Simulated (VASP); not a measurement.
# GaP (F-43m) in VASP: further runs

One crystal, GaP, is run at these levels: LDA; tasks: relaxation of cell and atoms.

All numbers are computed with VASP 6.6.1; they aren't measurements. Logs are shortened: lines on timing, memory, paths and dates and some standing lists are left out, and cuts for length are marked.

### Step 1. The structure

The structure is cubic, space group F-43m (No. 216). The conventional cell has a = 5.451 Å, b = 5.451 Å, c = 5.451 Å, α = 90.00°, β = 90.00°, γ = 90.00°. Ga (site symmetry -43m) is surrounded by 4 P at 2.36 Å. P (site symmetry -43m) has 4 Ga at 2.36 Å as nearest neighbours.

### Step 2. Relaxation of cell and atoms, LDA

INCAR reads:

```
SYSTEM = GaP
PREC = Accurate
ENCUT = 600
EDIFF = 1E-6
ISMEAR = 0
SIGMA = 0.03
LREAL = .FALSE.
LASPH = .TRUE.
NELM = 80
ALGO = Normal
ISIF = 3
LWAVE = .FALSE.
LCHARG = .FALSE.
IBRION = 2
NSW = 90
EDIFFG = -0.01
```

KPOINTS reads:

```
Automatic mesh
0
G
  8 8 8
  0 0 0
```

POSCAR reads:

```
GaP
1.0
    0.0000000000      2.7252500000      2.7252500000
    2.7252500000      0.0000000000      2.7252500000
    2.7252500000      2.7252500000      0.0000000000
Ga P
1 1
Direct
    0.0000000000      0.0000000000      0.0000000000
    0.2500000000      0.2500000000      0.2500000000
```

Potentials or basis: VASP PAW LDA potentials, release 64 (Ga_d, P).

Launch:

```
$ cat potpaw_LDA.64/Ga_d/POTCAR potpaw_LDA.64/P/POTCAR > POTCAR
$ mpirun -np 1 vasp_std > vasp.out
```

OUTCAR:

```text
SYSTEM = GaP
   PREC = Accurate
   ENCUT = 600
   EDIFF = 1E-6
   ISMEAR = 0
   LREAL = .FALSE.
   LASPH = .TRUE.
   NELM = 80
   ISIF = 3
   IBRION = 2
   NSW = 90
   EDIFFG = -0.01

 ion  position               nearest neighbor table
   1  0.000  0.000  0.000-   2 2.36   2 2.36   2 2.36   2 2.36
   2  0.250  0.250  0.250-   1 2.36   1 2.36   1 2.36   1 2.36

  LATTYP: Found a face centered cubic cell.
 ALAT       =     5.4505000000

  Lattice vectors:

 A1 = (   0.0000000000,   2.7252500000,   2.7252500000)
 A2 = (   2.7252500000,   0.0000000000,   2.7252500000)
 A3 = (   2.7252500000,   2.7252500000,   0.0000000000)

Analysis of symmetry for initial positions (statically):
=====================================================================
 Subroutine PRICEL returns:
 Original cell was already a primitive cell.

 Routine SETGRP: Setting up the symmetry group for a
 face centered cubic supercell.

 Subroutine GETGRP returns: Found 24 space group operations
 (whereof 24 operations were pure point group operations)
 out of a pool of 48 trial point group operations.

The static configuration has the point symmetry T_d .

Analysis of symmetry for dynamics (positions and initial velocities):
=====================================================================
 Subroutine PRICEL returns:
 Original cell was already a primitive cell.

 Routine SETGRP: Setting up the symmetry group for a
 face centered cubic supercell.

 Subroutine GETGRP returns: Found 24 space group operations
 (whereof 24 operations were pure point group operations)
 out of a pool of 48 trial point group operations.

The dynamic configuration has the point symmetry T_d .

 Subroutine INISYM returns: Found 24 space group operations
 (whereof 24 operations are pure point group operations),
 and found     1 'primitive' translations

----------------------------------------------------------------------------------------

                                     Primitive cell

  volume of cell :      40.4808

  direct lattice vectors                    reciprocal lattice vectors
     0.000000000  2.725250000  2.725250000    -0.183469406  0.183469406  0.183469406
     2.725250000  0.000000000  2.725250000     0.183469406 -0.183469406  0.183469406
     2.725250000  2.725250000  0.000000000     0.183469406  0.183469406 -0.183469406

  length of vectors
     3.854085511  3.854085511  3.854085511     0.317778334  0.317778334  0.317778334

  position of ions in fractional coordinates (direct lattice)
     0.000000000  0.000000000  0.000000000
     0.250000000  0.250000000  0.250000000

  ion indices of the primitive-cell ions
   primitive index   ion index
                 1           1
                 2           2

----------------------------------------------------------------------------------------

 KPOINTS: Automatic mesh

Automatic generation of k-mesh.
 Grid dimensions read from file:
 generate k-points for:    8    8    8

 Generating k-lattice:

  Cartesian coordinates                     Fractional coordinates (reciprocal lattice)
    -0.022933676  0.022933676  0.022933676     0.125000000  0.000000000  0.000000000
     0.022933676 -0.022933676  0.022933676     0.000000000  0.125000000  0.000000000
     0.022933676  0.022933676 -0.022933676     0.000000000  0.000000000  0.125000000

  Length of vectors
     0.039722292  0.039722292  0.039722292

  Shift w.r.t. Gamma in fractional coordinates (k-lattice)
     0.000000000  0.000000000  0.000000000

 Subroutine IBZKPT returns following result:
 ===========================================

 Found     29 irreducible k-points:

 Following reciprocal coordinates:
            Coordinates               Weight
  0.000000  0.000000  0.000000      1.000000
  0.125000  0.000000  0.000000      8.000000
  0.250000  0.000000  0.000000      8.000000
  0.375000  0.000000  0.000000      8.000000
  0.500000  0.000000  0.000000      4.000000
  0.125000  0.125000  0.000000      6.000000
[... 16 lines left out ...]
  0.500000  0.250000  0.125000     48.000000
 -0.375000  0.250000  0.125000     24.000000
 [... further k-points ...]
   k-points           NKPTS =     29   k-points in BZ     NKDIM =     29   number of bands    NBANDS=     13
   number of dos      NEDOS =    301   number of ions     NIONS =      2
   total plane-waves  NPLWV =  32768
   dimension x,y,z NGX =    32 NGY =   32 NGZ =   32
   dimension x,y,z NGXF=    64 NGYF=   64 NGZF=   64
   ions per type =               1   1
   NGX,Y,Z   is equivalent  to a cutoff of  13.80, 13.80, 13.80 a.u.
   NGXF,Y,Z  is equivalent  to a cutoff of  27.61, 27.61, 27.61 a.u.
 SYSTEM =  GaP
   PREC   = accura    normal or accurate (medium, high low for compatibility)
   ISTART =      0    job   : 0-new  1-cont  2-samecut
   ICHARG =      2    charge: 1-file 2-atom 10-const
   ISPIN  =      1    spin polarized calculation?
   LNONCOLLINEAR =      F non collinear calculations
   LSORBIT =      F    spin-orbit coupling
   LASPH  =      T    aspherical Exc in radial PAW
   ENCUT  =  600.0 eV  44.10 Ry    6.64 a.u.   7.70  7.70  7.70*2*pi/ulx,y,z
   NELM   =     80;   NELMIN=  2; NELMDL= -5     # of ELM steps
   EDIFF  = 0.1E-05   stopping-criterion for ELM
   LREAL  =      F    real-space projection
   EDIFFG = -.1E-01   stopping-criterion for IOM
   NSW    =     90    number of steps for IOM
   IBRION =      2    ionic relax: 0-MD 1-quasi-New 2-CG
   NFREE  =      1    steps in history (QN), initial steepest desc. (CG)
   ISIF   =      3    stress and relaxation
   ISYM   =      2    0-nonsym 1-usesym 2-fastsym
   POTIM  = 0.5000    time-step for ionic-motion
   TEBEG  =    0.0;   TEEND  =   0.0 temperature during run
   PSTRESS=    0.0 pullay stress
   NELECT =      18.0000    total number of electrons
   NUPDOWN=      -1.0000    fix difference up-down
   EMIN   =  10.00;   EMAX   =-10.00  energy-range for DOS
   EFERMI =   0.00;   METHOD = LEGACY
   ISMEAR =     0;   SIGMA  =   0.03  broadening in eV -4-tet -1-fermi 0-gaus
   EFERMI_NEDOS =   21; number of points for ismear=-14 and -15
   IALGO  =     38    algorithm
   IMIX   =      4    mixing-type and parameters
     AMIX     =   0.40;   BMIX     =  1.00
     AMIX_MAG =   1.60;   BMIX_MAG =  1.00
  volume/ion in A,a.u.               =      20.24       136.59
  Fermi-wavevector in a.u.,A,eV,Ry     =   1.249538  2.361284 21.243377  1.561344
  Thomas-Fermi vector in A             =   2.383574
   LORBIT       =      0    0 simple, 1 ext, 2 COOP (PROOUT), +10 PAW based schemes
   GGA     = CA    functional components
   LHFCALC =     F    Hartree Fock is set to
   AEXX    =    0.0000 exact exchange contribution
   IVDW    =     0    specifies the selected vdW correction
   LEPSILON=     F    determine dielectric tensor
   LRPA    =     F    only Hartree local field effects (RPA)
 conjugate gradient relaxation of ions
 non-spin polarized calculation
 Gauss-broadening in eV      SIGMA  =   0.03
  energy-cutoff  :      600.00
  volume of cell :       40.48
 maximum number of plane-waves:      1365
   NGX = 15   NGY = 15   NGZ = 15

--------------------------------------- Ionic step        1  -------------------------------------------

 number of electron      18.0000003 magnetization

 Free energy of the ion-electron system (eV)
  ---------------------------------------------------
  ext. energy  EPLUGINS =         0.00000000
  ---------------------------------------------------
  free energy    TOTEN  =       -10.44028115 eV

  energy without entropy =      -10.44028115  energy(sigma->0) =      -10.44028115

------------------------ aborting loop because EDIFF is reached ----------------------------------------

  FORCE on cell =-STRESS in cart. coord.  units (eV):
  Direction    XX          YY          ZZ          XY          YZ          ZX
  --------------------------------------------------------------------------------------
  -------------------------------------------------------------------------------------
  Total       -0.6781887     -0.6781887     -0.6781887     -0.0000000     -0.0000000      0.0000000
  in kB      -26.8418270    -26.8418270    -26.8418270     -0.0000000     -0.0000000      0.0000000
  external PRESSURE =     -26.8418270 kB  Pullay stress =       0.0000000 kB
[... 57 lines left out ...]
  energy  without entropy=      -10.4475477785  energy(sigma->0) =      -10.44754778

--------------------------------------- Ionic step        3  -------------------------------------------

 number of electron      18.0000007 magnetization

 Free energy of the ion-electron system (eV)
  ---------------------------------------------------
  ext. energy  EPLUGINS =         0.00000000
  ---------------------------------------------------
  free energy    TOTEN  =       -10.45108724 eV

  energy without entropy =      -10.45108724  energy(sigma->0) =      -10.45108724

 E-fermi :   5.0023     XC(G=0): -10.3056

 val. band max:        4.8363504738   @ k =   0.0000   0.0000   0.0000
 cond. band min:       6.2681961770   @ k =   0.5000   0.5000   0.0000
 fundamental gap:      1.4318457032
 Fermi energy:         5.0022883803

 k-point     1 :       0.0000    0.0000    0.0000
  band No.  band energies     occupation
      1      -9.9280      2.00000
      2      -9.9280      2.00000
      3      -9.9280      2.00000
      4      -9.8201      2.00000
      5      -9.8201      2.00000
      6      -7.9151      2.00000
      7       4.8364      2.00000
      8       4.8364      2.00000
      9       4.8364      2.00000
     10       6.7363      0.00000
     11       8.6199      0.00000
     12       8.6199      0.00000
     13       8.6199      0.00000
[... 353 lines left out ...]
 k-point    24 :      -0.3750    0.2500    0.1250
  band No.  band energies     occupation
      1     -10.0197      2.00000
      2      -9.8949      2.00000
      3      -9.8812      2.00000
      4      -9.8261      2.00000
      5      -9.8121      2.00000
      6      -5.2953      2.00000
      7      -1.8127      2.00000
      8       1.4770      2.00000
      9       2.7890      2.00000
     10       8.2706      0.00000
     11       8.9883      0.00000
     12      11.2969      0.00000
     13      12.7350      0.00000

 [... further k-points ...]
[... 5 lines left out ...]
  --------------------------------------------------------------------------------------
  -------------------------------------------------------------------------------------
  Total       -0.0180888     -0.0180888     -0.0180888     -0.0000000      0.0000000     -0.0000000
  in kB       -0.7389244     -0.7389244     -0.7389244     -0.0000000      0.0000000     -0.0000000
  external PRESSURE =      -0.7389244 kB  Pullay stress =       0.0000000 kB
[... 17 lines left out ...]
  FREE ENERGIE OF THE ION-ELECTRON SYSTEM (eV)
  ---------------------------------------------------
  free  energy   TOTEN  =       -10.4510872423 eV

  energy  without entropy=      -10.4510872423  energy(sigma->0) =      -10.45108724

 reached required accuracy - stopping structural energy minimisation
```

It took 12 s on 1 thread of Intel Xeon 6975P-C (Granite Rapids), shared host; peak memory 0.17 GiB.

What came out:

| Property | Result |
| --- | --- |
| Free energy | -10.4511 eV |
| Relaxed volume | 19.61 Å³/atom |
| Relaxed cell | a = 3.814 Å, b = 3.814 Å, c = 3.814 Å, α = 60.00°, β = 60.00°, γ = 60.00° |
| Space group after relaxing (to 0.05 Å) | F-43m (No. 216) |
| Energy gained by relaxing | 5.4 meV/atom |
| Ionic steps | 3 |
| Pressure after relaxing | -0.1 GPa |
| Band gap on the k mesh | 1.43 eV, indirect (least direct gap 1.90 eV) |

Step by step:
```
step  energy change (eV)  largest force (eV/Å)  pressure (GPa)  volume (Å³)
   1              0.0000                0.0000           -2.68        40.48
   2             -0.0073                0.0000            1.68        38.53
   3             -0.0108                0.0000           -0.07        39.22
```

Final structure:
```
CELL_PARAMETERS angstrom
0.00000 2.69669 2.69669
2.69669 0.00000 2.69669
2.69669 2.69669 0.00000
ATOMIC_POSITIONS crystal
Ga 0.00000 0.00000 0.00000
P 0.25000 0.25000 0.25000
```

### Step 3. Relaxation of cell and atoms, LDA

This run uses another cell than the first one, of 19.61 Å³/atom, 0.969 times its volume.

Changes to INCAR since step 2:

```diff
@@ -3,3 +3,3 @@
 ENCUT = 600
-EDIFF = 1E-6
+EDIFF = 1E-7
 ISMEAR = 0
@@ -15,2 +15,2 @@
 NSW = 90
-EDIFFG = -0.01
+EDIFFG = -0.005
```

KPOINTS is that of step 2.

POSCAR reads:

```
GaP                                     
1.0
   -0.0000000000      2.6966856200      2.6966856200
    2.6966856200      0.0000000000      2.6966856200
    2.6966856200      2.6966856200      0.0000000000
  Ga              P             
     1     1
Direct
     0.0000000000000000    0.0000000000000000    0.0000000000000000
     0.2500000000000000    0.2500000000000000    0.2500000000000000
```

Potentials or basis: VASP PAW LDA potentials, release 64 (Ga_d, P).

Launch:

```
$ cat potpaw_LDA.64/Ga_d/POTCAR potpaw_LDA.64/P/POTCAR > POTCAR
$ mpirun -np 1 vasp_std > vasp.out
```

It took 7.3 s on 1 thread of Intel Xeon 6975P-C (Granite Rapids), shared host; peak memory 0.15 GiB.

The run converged. Its results:

```
Free energy             : -10.4508 eV
Pressure after relaxing : 0.0 GPa
Band gap on the k mesh  : 1.43 eV, indirect (least direct gap 1.90 eV)
```

Final structure:
```xyz
2
Lattice="0.0000 2.6967 2.6967 2.6967 0.0000 2.6967 2.6967 2.6967 0.0000" Properties=species:S:1:pos:R:3 pbc="T T T"
Ga    0.0000    0.0000    0.0000
P     1.3483    1.3483    1.3483
```

Levels at points of the mesh, in eV from the valence-band top:
```tsv
k point	band 7	band 8	band 9	band 10	band 11	band 12
(0.00, 0.00, 0.00)	0.00	0.00	0.00	1.90	3.78	3.78
(0.50, 0.00, 0.00)	-6.89	-1.18	-1.18	1.61	4.62	4.62
(0.50, 0.50, 0.00)	-6.99	-2.82	-2.82	1.43	1.65	10.69
```

Caveat: the relaxation stopped at its first step, so nothing moved. A k mesh can miss the band edges.

### Step 4. Relaxation of cell and atoms, LDA

INCAR reads:

```
SYSTEM = GaP
PREC = Accurate ; ENCUT = 600
EDIFF = 1E-6 ; ISMEAR = 0
SIGMA = 0.03 ; LREAL = .FALSE.
LASPH = .TRUE. ; NELM = 80
ALGO = Normal ; ISIF = 3
LWAVE = .FALSE. ; LCHARG = .FALSE.
GGA = CA ; IBRION = 2
NSW = 90 ; EDIFFG = -0.01
```

KPOINTS reads:

```
regular mesh
0
G
  8 8 8
  0 0 0
```

POSCAR reads:

```
GaP
1.0
    0.0000000000      2.7252500000      2.7252500000
    2.7252500000      0.0000000000      2.7252500000
    2.7252500000      2.7252500000      0.0000000000
Ga P
1 1
Direct
    0.0000000000      0.0000000000      0.0000000000
    0.2500000000      0.2500000000      0.2500000000
```

Launch:

```
$ cat potpaw_LDA.64/Ga_d/POTCAR potpaw_LDA.64/P/POTCAR > POTCAR
$ mpirun -np 1 vasp_std > vasp.out
```

It took 13 s on 1 thread of Intel Xeon 6975P-C (Granite Rapids), shared host; peak memory 0.17 GiB.

It converged, with:

```yaml
Free_energy: -10.4511 eV
Relaxed_volume: 19.61 Å³/atom
Relaxed_cell: a = 3.814 Å, b = 3.814 Å, c = 3.814 Å, α = 60.00°, β = 60.00°, γ = 60.00°
Space_group_after_relaxing_to_0.05_Å: F-43m (No. 216)
Energy_gained_by_relaxing: 5.4 meV/atom
Ionic_steps: 3
Pressure_after_relaxing: -0.1 GPa
Band_gap_on_the_k_mesh: 1.43 eV, indirect (least direct gap 1.90 eV)
```

Step by step:
| step | energy change (eV) | largest force (eV/Å) | pressure (GPa) | volume (Å³) |
| --- | --- | --- | --- | --- |
| 1 | 0.0000 | 0.0000 | -2.68 | 40.48 |
| 2 | -0.0073 | 0.0000 | 1.68 | 38.53 |
| 3 | -0.0108 | 0.0000 | -0.07 | 39.22 |

Final structure:
```
Ga P
1.0
     0.00000    2.69669    2.69669
     2.69669    0.00000    2.69669
     2.69669    2.69669    0.00000
Ga P
1 1
Direct
  0.00000 0.00000 0.00000
  0.25000 0.25000 0.25000
```

Levels at points of the mesh, in eV from the valence-band top:
| k point | band 6 | band 7 | band 8 | band 9 | band 10 | band 11 | band 12 | band 13 |
| --- | --- | --- | --- | --- | --- | --- | --- | --- |
| (0.00, 0.00, 0.00) | -12.75 | 0.00 | 0.00 | 0.00 | 1.90 | 3.78 | 3.78 | 3.78 |
| (0.50, 0.00, 0.00) | -10.56 | -6.89 | -1.18 | -1.18 | 1.61 | 4.62 | 4.62 | 8.11 |
| (0.50, 0.50, 0.00) | -9.60 | -6.99 | -2.82 | -2.82 | 1.43 | 1.65 | 10.69 | 10.69 |

A k mesh can miss the band edges. Zero-point motion and thermal expansion aren't in these numbers.

### Step 5. Relaxation of cell and atoms, LDA

This run uses another cell than the first one, of 19.61 Å³/atom, 0.969 times its volume.

INCAR reads:

```
SYSTEM = GaP
PREC = Accurate ; ENCUT = 600
EDIFF = 1E-7 ; ISMEAR = 0
SIGMA = 0.03 ; LREAL = .FALSE.
LASPH = .TRUE. ; NELM = 80
ALGO = Normal ; ISIF = 3
LWAVE = .FALSE. ; LCHARG = .FALSE.
GGA = CA ; IBRION = 2
NSW = 90 ; EDIFFG = -0.005
```

KPOINTS is that of step 4.

POSCAR reads:

```
GaP                                     
1.0
   -0.0000000000      2.6966856200      2.6966856200
    2.6966856200      0.0000000000      2.6966856200
    2.6966856200      2.6966856200      0.0000000000
  Ga              P             
     1     1
Direct
     0.0000000000000000    0.0000000000000000    0.0000000000000000
     0.2500000000000000    0.2500000000000000    0.2500000000000000
```

Launch:

```
$ cat potpaw_LDA.64/Ga_d/POTCAR potpaw_LDA.64/P/POTCAR > POTCAR
$ mpirun -np 1 vasp_std > vasp.out
```

It took 8.2 s on 1 thread of Intel Xeon 6975P-C (Granite Rapids), shared host; peak memory 0.15 GiB.

Results (log left out):

* Free energy: -10.4508 eV
* Pressure after relaxing: 0.0 GPa
* Band gap on the k mesh: 1.43 eV, indirect (least direct gap 1.90 eV)

Final structure:
```
Ga P
1.0
     0.00000    2.69669    2.69669
     2.69669    0.00000    2.69669
     2.69669    2.69669    0.00000
Ga P
1 1
Direct
  0.00000 0.00000 0.00000
  0.25000 0.25000 0.25000
```

Levels at points of the mesh, in eV from the valence-band top:
| k point | band 6 | band 7 | band 8 | band 9 | band 10 | band 11 | band 12 | band 13 |
| --- | --- | --- | --- | --- | --- | --- | --- | --- |
| (0.00, 0.00, 0.00) | -12.75 | 0.00 | 0.00 | 0.00 | 1.90 | 3.78 | 3.78 | 3.78 |
| (0.50, 0.00, 0.00) | -10.56 | -6.89 | -1.18 | -1.18 | 1.61 | 4.62 | 4.62 | 8.11 |
| (0.50, 0.50, 0.00) | -9.60 | -6.99 | -2.82 | -2.82 | 1.43 | 1.65 | 10.69 | 10.69 |

Caveat: the relaxation stopped at its first step, so nothing moved.
